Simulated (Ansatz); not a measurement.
MgO (Fm-3m): energy against volume by PBE and RPA

```xyz
2
Lattice="0.0000 2.1055 2.1055 2.1055 0.0000 2.1055 2.1055 2.1055 0.0000" Properties=species:S:1:pos:R:3 pbc="T T T"
Mg    0.0000    0.0000    0.0000
O     2.1055    2.1055    2.1055
```

RPA total energy on PBE orbitals, norm-conserving pseudopotentials (Ansatz); 4×4×4 mesh, wave cutoff 1240 eV, correlation extrapolated to infinite response cutoff from cutoffs up to 600 eV, 16 electrons, all correlated, long-wavelength term: neglected, core-valence exchange-correlation kept as a semilocal term.

A Birch-Murnaghan fit gives PBE: V0 = 9.63 Å³ an atom (lattice constants +1.0 % against the given cell), B0 = 149 GPa.

(1) What does RPA on these orbitals give?

Answers

(1) RPA: V0 = 9.32 Å³ an atom (lattice constants -0.1 % against the given cell), B0 = 157 GPa. The points for the whole cell, counted from the given cell:

```tsv
V/V_given	V (Å³)	PBE (meV)	Hartree-Fock expression on these orbitals (meV)	RPA (meV)
0.92	17.17	119	33	59
0.96	17.92	40	-3	14
1.00	18.67	0	0	0
1.04	19.41	-8	36	15
1.08	20.16	9	98	58
```

With norm-conserving pseudopotentials the core–valence exchange is only approximate, which can shift gaps by tenths of an eV and RPA lattice constants by most of a per cent. The mesh is coarse, so these are values at the stated settings, not converged ones.
